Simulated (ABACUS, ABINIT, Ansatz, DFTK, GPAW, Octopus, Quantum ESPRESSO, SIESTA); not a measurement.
C: 8 runs at one level of theory

```
C
1.0
     2.52210    0.00000    0.00000
    -1.26105    2.18420    0.00000
     0.00000    0.00000    8.23710
C
8
Cartesian
  1.2611 0.7281 6.9501
  0.0000 1.4561 2.8315
  1.2611 0.7281 5.4056
  0.0000 1.4561 1.2870
  0.0000 0.0000 7.4649
  0.0000 0.0000 3.3463
  0.0000 0.0000 4.8908
  0.0000 0.0000 0.7722
```

Alike in all runs: task single point; functional PBE; k mesh 12 × 12 × 4; occupations fermi-dirac, width 0.05 eV; no spin polarisation; no spin-orbit coupling. Pressure is positive in compression and, in plane waves, holds the error of the finite cutoff.

```tsv
program and potentials	plane-wave cutoff (eV)	notes	band gap (eV)	pressure (GPa)	largest force (eV/Å)
SIESTA, files PseudoDojo sr-pbe-0.4.1-standard, DZP (energy shift 0.003 Ry)	-	atomic basis	4.56	10.80	0.331
ABINIT, JTH PAW PBE v2.0	517	-	4.41	1.63	0.327
ABACUS, PseudoDojo NC SR 0.4.1 PBE standard, plane waves	1116	-	4.47	2.32	0.329
Ansatz, all-electron LAPW, scalar-relativistic	-	-	4.42	2.23	0.328
Quantum ESPRESSO, SSSP 1.3 efficiency PBE	748	-	4.43	2.42	0.330
DFTK, PseudoDojo SR PBE 0.4.1 standard (PBE)	1116	-	4.47	2.42	0.329
Octopus, pseudodojo_pbe (PseudoDojo 0.5, PBE)	-	-	4.47	-	0.330
GPAW, GPAW PAW data sets (gpaw-data 1.2.1)	800	-	4.41	1.90	0.329
```

Force on atom 1 (C), eV/Å:

| program and potentials | x | y | z |
| --- | --- | --- | --- |
| SIESTA, files PseudoDojo sr-pbe-0.4.1-standard, DZP (energy shift 0.003 Ry) | 0.000 | 0.000 | 0.331 |
| ABINIT, JTH PAW PBE v2.0 | 0.000 | 0.000 | 0.322 |
| ABACUS, PseudoDojo NC SR 0.4.1 PBE standard, plane waves | 0.000 | 0.000 | 0.317 |
| Ansatz, all-electron LAPW, scalar-relativistic | 0.000 | 0.000 | 0.319 |
| Quantum ESPRESSO, SSSP 1.3 efficiency PBE | 0.000 | 0.000 | 0.318 |
| DFTK, PseudoDojo SR PBE 0.4.1 standard (PBE) | 0.000 | 0.000 | 0.317 |
| Octopus, pseudodojo_pbe (PseudoDojo 0.5, PBE) | 0.000 | 0.000 | 0.317 |
| GPAW, GPAW PAW data sets (gpaw-data 1.2.1) | 0.000 | 0.000 | 0.320 |

The band gap spans 4.41 (ABINIT, JTH PAW PBE v2.0) to 4.56 eV (SIESTA, files PseudoDojo sr-pbe-0.4.1-standard, DZP (energy shift 0.003 Ry)), with all-electron results at 4.42. The pressure spans 1.63 (ABINIT, JTH PAW PBE v2.0) to 10.80 GPa (SIESTA, files PseudoDojo sr-pbe-0.4.1-standard, DZP (energy shift 0.003 Ry)), with all-electron results at 2.23. The pressure on the cell as given of SIESTA, files PseudoDojo sr-pbe-0.4.1-standard, DZP (energy shift 0.003 Ry) lies far from the others; the cause wasn't traced. The gap is indirect and read on the mesh alone. Rows in atomic bases carry the error of their basis and grid, which can be large.

Differences between rows come from potentials, basis sets and numerical settings, since the functional is the same but for its coding. Runs on potential files found faulty are left out.
